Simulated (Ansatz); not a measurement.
# A convergence test on RbBr (Fm-3m): wavefunction cutoff

Aim: see how gap, energy and time of RbBr (Fm-3m) follow the wavefunction cutoff.

Method: DFT, PBE, plane waves, PAW; PAW set soft_1, in Ansatz 0.2.0.

Report form: the programs' logs are mostly left out.

The database entry behind the starting cell differs from later determinations by our own check (about 0.5 % short), so it need not match the best structure at ambient conditions.

**1. Starting point**

It takes space group Fm-3m (No. 225, cubic). The conventional cell has a = 6.854 Å, b = 6.854 Å, c = 6.854 Å, α = 90.00°, β = 90.00°, γ = 90.00°. Nearest to Rb lie 6 Br at 3.43 Å. Nearest to Br lie 6 Rb at 3.43 Å. Farther neighbours and most contacts between anions are not listed.

The cell and positions come from the Crystallography Open Database and are kept as given unless a step says otherwise.

**2. Wavefunction cutoff: 190 eV**

input.yaml

```yaml
crystal:
  lattice:
    - [0.0, 3.427, 3.427]
    - [3.427, 0.0, 3.427]
    - [3.427, 3.427, 0.0]
  atoms:
    - { symbol: Rb, position: [0.0, 0.0, 0.0] }
    - { symbol: Br, position: [0.5, 0.5, 0.5] }
kpoints:
  mp_grid: { grid: [6, 6, 6] }
  band_path:
    path:
      - [0.0, 0.0, 0.0]
      - [0.5, 0.0, 0.5]
      - [0.625, 0.25, 0.625]
      - [0.375, 0.375, 0.75]
      - [0.5, 0.5, 0.5]
      - [0.5, 0.25, 0.75]
    npoints: 1
hamiltonian:
  xc: pbe
  pseudopotentials: { kind: paw, azcp: { folder: soft_1 } }
scf:
  occupations: { method: fermi_dirac, width: 0.02 }
  n_extra_bands: 4
  max_iter: 80
output:
  eigenvalues: true
basis:
  ecutwfc: 190.0
```

On the command line:

```bash
$ ansatz run input.yaml --threads 24 --pin off --max-ram 82944MiB --backend cuda --events-out ev --progress --plain --runs-dir out --devices 1 --max-vram 78GiB
```

It took 1.7 s on 1 × NVIDIA GB200 (shared by 2 runs) with 24 threads of Arm Neoverse V2, shared host; peak memory 0.95 GiB; 1.5 s of CPU time.

This step gave:

- gap: 4.458 eV
- valence top at: Γ
- conduction bottom at: Γ
- least direct gap: 4.458 eV

The gap is direct, at Γ.

**3. Wavefunction cutoff: 290 eV**

input.yaml, as its differences from that of step 2:

```diff
@@ -23,3 +23,3 @@
 scf:
-  occupations: { method: fermi_dirac, width: 0.02 }
+  occupations: { method: fixed }
   n_extra_bands: 4
@@ -29,2 +29,2 @@
 basis:
-  ecutwfc: 190.0
+  ecutwfc: 290.0
```

Wall time 1.6 s (1 × NVIDIA GB200 (shared by 2 runs) with 24 threads); peak memory 0.97 GiB.

Numbers from this step:

- gap: 4.370 eV
- valence top at: Γ
- conduction bottom at: Γ
- least direct gap: 4.370 eV

The gap is 4.370 eV, −0.088 eV from the run before at this level.

**4. Wavefunction cutoff: 420 eV (the default)**

input.yaml, the sections that differ from step 3:

```yaml
kpoints:
  mp_grid: { grid: [6, 6, 6] }
  band_path:
    path:
      - [[0.0, 0.0, 0.0], [0.5, 0.0, 0.5], [0.625, 0.25, 0.625]]
      - [[0.375, 0.375, 0.75], [0.0, 0.0, 0.0], [0.5, 0.5, 0.5], [0.5, 0.25, 0.75], [0.5, 0.0, 0.5]]
    npoints: 10
scf:
  occupations: { method: fermi_dirac, width: 0.02 }
  n_extra_bands: 4
# crystal, hamiltonian, output: as in step 3
# basis: removed
```

Run time: 2 s. Hardware: 1 × NVIDIA GB200 (shared by 2 runs) with 24 threads; peak memory 0.97 GiB.

This step gave:

| Property | Result |
| --- | --- |
| gap | 4.364 eV |
| valence top at | Γ |
| conduction bottom at | Γ |
| least direct gap | 4.364 eV |

The gap is 4.364 eV, −0.006 eV from the run before at this level.

**5. Wavefunction cutoff: 630 eV**

input.yaml, the sections that differ from step 4:

```yaml
kpoints:
  mp_grid: { grid: [6, 6, 6] }
  band_path:
    path:
      - [0.0, 0.0, 0.0]
      - [0.5, 0.0, 0.5]
      - [0.625, 0.25, 0.625]
      - [0.375, 0.375, 0.75]
      - [0.5, 0.5, 0.5]
      - [0.5, 0.25, 0.75]
    npoints: 1
scf:
  occupations: { method: fixed }
  n_extra_bands: 4
  max_iter: 80
basis:
  ecutwfc: 630.0
# crystal, hamiltonian, output: as in step 4
```

The job ended after 1.8 s (1 × NVIDIA GB200 (shared by 2 runs) with 24 threads; peak memory 0.97 GiB).

This step gave:

| Quantity | Value |
| --- | --- |
| gap | 4.365 eV |
| valence top at | Γ |
| conduction bottom at | Γ |
| least direct gap | 4.365 eV |

The gap is 4.365 eV, as in the run before at this level.

**6. The series**

Differences are against the last row; a negative gap means that bands overlap, and a run with a band path holds that path's time. Times are wall times on 1 × NVIDIA GB200 (shared by 2 runs) with 24 threads of Arm Neoverse V2, shared host, good to a factor of about two.

```
wavefunction cutoff  gap (eV)  direct gap (eV)  gap error (eV)  energy error (meV/atom)  irreducible k   time
             190 eV     4.458            4.458          +0.093                   +536.8             16  1.7 s
             290 eV     4.370            4.370          +0.006                    +18.8             16  1.6 s
             420 eV     4.364            4.364          +0.000                     +0.2             16    2 s
             630 eV     4.365            4.365          +0.000                     +0.0             16  1.8 s
```

**7. Results**

```yaml
190_ev: 4.458 eV
290_ev: 4.370 eV
420_ev: 4.364 eV
630_ev: 4.365 eV
```

What this shows: The gap holds to 0.02 eV from 290 eV on. At 190 eV the gap is off by +0.093 eV and the energy by +537 meV/atom.

[Paths, hosts, dates, memory and timing lines, banners, echoed tables and standing remarks are left out of the program output.]

[Logs are printed without paths, hosts, clocks, repeated set-up lines and the standing remarks that a program may print on its own settings, such as how far it seeks lower states.]

[Runs of the session that timed out or met a known fault of the program may be left out.]

[Cells called generated may have been cut or substituted from an entry of the Crystallography Open Database or the Materials Project.]

[Hosts, paths, dates, database ids (printed as entryN), source tags and the programs' standing remarks are cut or masked in the printed files.]
